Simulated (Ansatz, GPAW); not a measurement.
LiF: GLLB-SC, run from Python

These are simulated results from GPAW 26.7.0, not measurements. The cell was built from a prototype and was relaxed with r2SCAN in plane waves (Ansatz 0.2.0). Not every such cell is a known phase. All runs are without spin polarisation.

It is hexagonal, P6_3/mmc (No. 194); a = 3.280 Å, c = 4.000 Å in the conventional setting, 9.32 Å³ an atom. Li is surrounded by 5 F at 1.89–2.00 Å; F is surrounded by 5 Li at 1.89–2.00 Å.

GLLB-SC is a model potential. Its fundamental gap is the Kohn-Sham gap plus a derivative discontinuity, which the script evaluates at the band edges among the listed k points. Its total energy isn't variational and serves nothing here.

Input script:

```python
import json
from ase import Atoms
from gpaw import GPAW, PW, FermiDirac

atoms = Atoms(['Li', 'Li', 'F', 'F'],
              cell=[[3.28008, 0.0, -0.0], [-1.64004, 2.840633, 0.0], [-0.0, 0.0, 3.999596]],
              scaled_positions=[[0.333333, 0.666667, 0.25], [0.666667, 0.333333, 0.75], [0.666667, 0.333333, 0.25], [0.333333, 0.666667, 0.75]],
              pbc=True)
calc = GPAW(mode=PW(400), xc='GLLBSC', kpts={'size': (6, 6, 4), 'gamma': True},
            occupations=FermiDirac(0.02), maxiter=100, legacy_gpaw=True, txt='gpaw.txt')
atoms.calc = calc
res = {'energy': atoms.get_potential_energy(force_consistent=True)}
res['electrons'] = calc.get_number_of_electrons()
res['k'] = calc.get_ibz_k_points().tolist()
res['levels'] = [calc.get_eigenvalues(kpt=i).tolist() for i in range(len(res['k']))]
points = [[0.0, 0.0, 0.0], [0.5, 0.0, 0.0], [0.333333, 0.333333, 0.0], [0.0, 0.0, 0.5], [0.5, 0.0, 0.5], [0.333333, 0.333333, 0.5]]
bands = calc.fixed_density(kpts=points, symmetry='off', nbands=round(res['electrons']) // 2 + 6, convergence={'bands': -2}, txt='bands.txt')
res['points'] = [bands.get_eigenvalues(kpt=i).tolist() for i in range(len(points))]
homo, lumo = bands.get_homo_lumo()
potential = calc.hamiltonian.xc.response.calculate_discontinuity_potential(homo, lumo)
res['discontinuity'] = bands.hamiltonian.xc.response.calculate_discontinuity(potential)
json.dump(res, open('results.json', 'w'))
print('free energy (eV):', round(res['energy'], 5))
```

Command: `python run.py`. It took 14 s on 1 thread of Arm Neoverse V1, on a shared host, peak memory 0.16 GiB.

The log gpaw.txt, trimmed of paths, versions and times, then the last line on the terminal. An iter line gives the energy in eV and the logarithms of the changes of orbitals (plane waves alone) and density (c: converged):

```
___ ___ ___ _ _ _
 |   |   |_  | | | |

 | | | | | . | | | |

 |__ |  _|___|_____|  26.7.0
 |___|_|

Input parameters:
  kpts: {gamma: True,
         size: (6, 6, 4)}
  maxiter: 100
  mode: {ecut: 400.0,
         name: pw}
  occupations: {fixmagmom: False,
                name: fermi-dirac,
                width: 0.02}
  xc: GLLBSC

System changes: positions, numbers, cell, pbc, initial_charges, initial_magmoms

Initialize ...

species:
  Li:
    name:    Lithium
    Z:       3.0
    valence: 1
    core:    2
    charge:  0.0  # [|e|]
    compensation charges:
      type: gauss
      rc: 0.33  # [Å]
      lmax: 2
    cutoffs:
      filter: 1.91  # [Å]
      core: 2.55  # [Å]
    projectors
    | kind |    occ | energy [eV] | rcut [Å] |

    |------|--------|-------------|----------|

    |   2s |  1.000 |      -4.279 |    1.058 |

    |   2p |  0.000 |      -2.495 |    1.058 |

    |    s |        |      22.932 |    1.058 |

    Using partial waves for Li as LCAO basis

  F:
    name:    Fluorine
    Z:       9.0
    valence: 7
    core:    2
    charge:  0.0  # [|e|]
    compensation charges:
      type: gauss
      rc: 0.20  # [Å]
      lmax: 2
    cutoffs:
      filter: 1.14  # [Å]
      core: 0.74  # [Å]
    projectors
    | kind |    occ | energy [eV] | rcut [Å] |

    |------|--------|-------------|----------|

    |   2s |  2.000 |     -36.122 |    0.635 |

    |   2p |  5.000 |     -16.598 |    0.635 |

    |    s |        |      -8.911 |    0.635 |

    |    p |        |      10.613 |    0.635 |

    |    d |        |       0.000 |    0.635 |

    Using partial waves for F as LCAO basis

Reference energy: -5812.687952  # eV

Spin-paired calculation

Convergence criteria:
 Maximum [total energy] change in last 3 cyles: 0.0005 eV / valence electron
 Maximum integral of absolute [dens]ity change: 0.0001 electrons / valence electron
 Maximum integral of absolute [eigenst]ate change: 4e-08 eV^2 / valence electron
 Maximum number of scf [iter]ations: 100
 (Square brackets indicate name in SCF output, whereas a 'c' in
 the SCF output indicates the quantity has converged.)

Symmetries present (total): 2

  ( 1  0  0)  (-1  0  0)
  ( 0  1  0)  ( 0 -1  0)
  ( 0  0  1)  ( 0  0 -1)

144 k-points: 6 x 6 x 4 Monkhorst-Pack grid + [1/12,1/12,1/8]
76 k-points in the irreducible part of the Brillouin zone
       k-points in crystal coordinates                weights
   0:     0.00000000    0.00000000    0.00000000          1/144
   1:     0.00000000    0.00000000    0.25000000          2/144
   2:     0.00000000    0.00000000    0.50000000          1/144
   3:     0.00000000    0.16666667   -0.25000000          2/144
   4:     0.00000000    0.16666667    0.00000000          2/144
   5:     0.00000000    0.16666667    0.25000000          2/144
   6:     0.00000000    0.16666667    0.50000000          2/144
   7:     0.00000000    0.33333333   -0.25000000          2/144
   8:     0.00000000    0.33333333    0.00000000          2/144
   9:     0.00000000    0.33333333    0.25000000          2/144
          ...
  75:     0.50000000    0.50000000    0.50000000          1/144

Wave functions: Plane wave expansion
  Cutoff energy: 400.000 eV
  Number of coefficients (min, max): 660, 697
  Pulay-stress correction: 0.000000 eV/Ang^3 (de/decut=0.000000)
  Using FFTW library
  ScaLapack parameters: grid=1x1, blocksize=None
  Wavefunction extrapolation:
    Improved wavefunction reuse through dual PAW basis

Occupation numbers: Fermi-Dirac:
  width: 0.0200  # eV

Eigensolver
   Davidson(niter=2)

Densities:
  Coarse grid: 16*16*20 grid
  Fine grid: 32*32*40 grid
  Total Charge: 0.000000

Density mixing:
  Method: separate
  Backend: msr1
  Linear mixing parameter: 0.05
  old densities: 10
  Width of damping distribution: 1.1
  Damping of long wavelength oscillations: 20

Hamiltonian:
  XC and Coulomb potentials evaluated on a 32*32*40 grid
  Using the GLLBSC Exchange-Correlation functional
  External potential:
    NoExternalPotential

XC parameters: GLLBSC functional being used consists of
  -----------------------------------------------------------------------
  | Weight | Module     | Description                                   |

  -----------------------------------------------------------------------
  |  1.000 | SCREENING  | GGA_X_PBE_SOL with 2 nearest neighbor stencil |

  |  1.000 | RESPONSE   | eps=0.0500 eV                                 |

  |  1.000 | XC         | GGA_C_PBE_SOL with 2 nearest neighbor stencil |

  -----------------------------------------------------------------------

Memory estimate:
  Process memory now: 109.17 MiB
  Calculator: 23.19 MiB
    Density: 2.69 MiB
      Arrays: 1.02 MiB
      Localized functions: 0.89 MiB
      Mixer: 0.78 MiB
    Hamiltonian: 0.69 MiB
      Arrays: 0.66 MiB
      XC: 0.00 MiB
      Poisson: 0.00 MiB
      vbar: 0.02 MiB
    Wavefunctions: 19.81 MiB
      Arrays psit_nG: 11.32 MiB
      Eigensolver: 0.23 MiB
      Projections: 0.58 MiB
      Projectors: 6.68 MiB
      PW-descriptor: 1.00 MiB

Total number of cores used: 1

Number of atoms: 4
Number of atomic orbitals: 16
Number of bands in calculation: 14
Number of valence electrons: 16
Bands to converge: occupied

... initialized

Initializing position-dependent things.

Density initialized from atomic densities
Creating initial wave functions:
  14 bands from LCAO basis set
Positions:
   0 Li    -0.000002    1.893756    0.999899    ( 0.0000,  0.0000,  0.0000)
   1 Li     1.640042    0.946877    2.999697    ( 0.0000,  0.0000,  0.0000)
   2 F      1.640042    0.946877    0.999899    ( 0.0000,  0.0000,  0.0000)
   3 F     -0.000002    1.893756    2.999697    ( 0.0000,  0.0000,  0.0000)

Unit cell:
           periodic     x           y           z      points  spacing
  1. axis:    yes    3.280080    0.000000   -0.000000    16     0.1775
  2. axis:    yes   -1.640040    2.840633    0.000000    16     0.1775
  3. axis:    yes   -0.000000    0.000000    3.999596    20     0.2000

  Lengths:   3.280080   3.280080   3.999596
  Angles:   90.000000  90.000000 119.999997

Effective grid spacing dv^(1/3) = 0.1938

iter:   1   -17.796244
iter:   2   -19.521765   -1.99  -0.98
iter:   3   -16.442657   -0.76  -1.01
iter:   4   -16.810229   -2.03  -1.30
iter:   5   -16.837014   -1.86  -1.50
iter:   6   -16.653904   -2.95  -1.93
iter:   7   -16.560962   -3.14  -2.49
iter:   8   -16.597417   -4.31  -2.57
iter:   9   -16.609652   -4.74  -3.19
iter:  10   -16.606907   -7.04  -3.91
iter:  11   -16.606972c  -9.11c -4.94c

Converged after 11 iterations.

Energy contributions relative to reference atoms: (reference = -5812.687952)

Kinetic:        +20.698394
Potential:      -15.779041
External:        +0.000000
XC:             -21.847789
Entropy (-ST):   -0.000000
Local:           +0.321465
SIC:             +0.000000
--------------------------
Free energy:    -16.606972
Extrapolated:   -16.606972

GLLBSC response reference energy: -5.82087 eV (from HOMO)

Showing only first 2 kpts
 Kpt  Band  Eigenvalues  Occupancy
  0     6     -6.20591    2.00000
  0     7     -5.82067    2.00000
  0     8      3.91165    0.00000
  0     9     11.07984    0.00000

  1     6     -6.27267    2.00000
  1     7     -6.10006    2.00000
  1     8      4.57268    0.00000
  1     9      8.92997    0.00000

Fermi level: -3.55823

Gap: 9.732 eV
Transition (v -> c):
  (s=0, k=0, n=7, [0.00, 0.00, 0.00]) -> (s=0, k=0, n=8, [0.00, 0.00, 0.00])
No difference between direct/indirect transitions

free energy (eV): -16.60697
```

The gap in the log is over the mesh alone; results.json adds the listed points. GLLB-SC gives a gap of 13.67 eV (9.732 eV Kohn-Sham over the listed points plus 3.934 eV discontinuity). On the same cell, plane-wave PBE (Ansatz, 12×12×6 k points and the special points) gives a gap of 7.82 eV and r2SCAN a gap of 8.53 eV; on shared hosts these took about 2.7 and 6.4 core-seconds on the 4-atom cell, against 14 for the script. Semilocal gaps usually lie below measured ones.
